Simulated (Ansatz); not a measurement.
The system is AlCu3.

```
Cu Al
1.0
     0.00000    2.88801    2.88801
     2.88801    0.00000    2.88801
     2.88801    2.88801    0.00000
Cu Al
3 1
Direct
  0.75000 0.75000 0.75000
  0.25000 0.25000 0.25000
  0.50000 0.50000 0.50000
  0.00000 0.00000 0.00000
```

The cell comes from a database or a generator and needn't be the stable form of this composition.

| Quantity | Value |
| --- | --- |
| Program | Ansatz 0.2.0 |
| Task | relaxation of cell and atoms |
| Functional | PBEsol |
| Dispersion | D3(BJ) |
| Potentials or basis | Ansatz PAW |
| Cutoff | 420 eV (not typed: the program's choice for these potentials) |
| k mesh | 8 × 8 × 8 |
| Occupations | fermi-dirac, width 0.05 eV |
| Spin | no spin polarisation |

At the start: volume 12.04 Å³/atom.

Question: Where does the relaxation end?

Answer: It ends after 5 steps and the volume is 11.48 Å³/atom (-4.7 %); space group Fm-3m (No. 225, to 0.05 Å).

Step by step:
| step | energy change (eV) | largest force (eV/Å) | volume (Å³) |
| --- | --- | --- | --- |
| 1 | 0.0000 | 0.0000 | 48.18 |
| 2 | -0.0460 | 0.0000 | 46.83 |
| 3 | -0.0559 | 0.0000 | 45.82 |
| 4 | -0.0560 | 0.0000 | 45.91 |
| 5 | -0.0545 | 0.0000 | 45.91 |

Final structure:
```xyz
4
Lattice="0.0000 2.8419 2.8419 2.8419 0.0000 2.8419 2.8419 2.8419 0.0000" Properties=species:S:1:pos:R:3 pbc="T T T"
Cu    4.2629    4.2629    4.2629
Cu    1.4210    1.4210    1.4210
Cu    2.8419    2.8419    2.8419
Al    0.0000    0.0000    0.0000
```

Caveat: the plane-wave basis is chosen anew once the cell has moved, so the energies of steps on either side of that aren't comparable; pairwise dispersion overbinds metals, which lowers pressure and volume; the PAW data sets come from PBE, with cores solved anew for the run's functional, which leaves a small shift of forces and pressure.
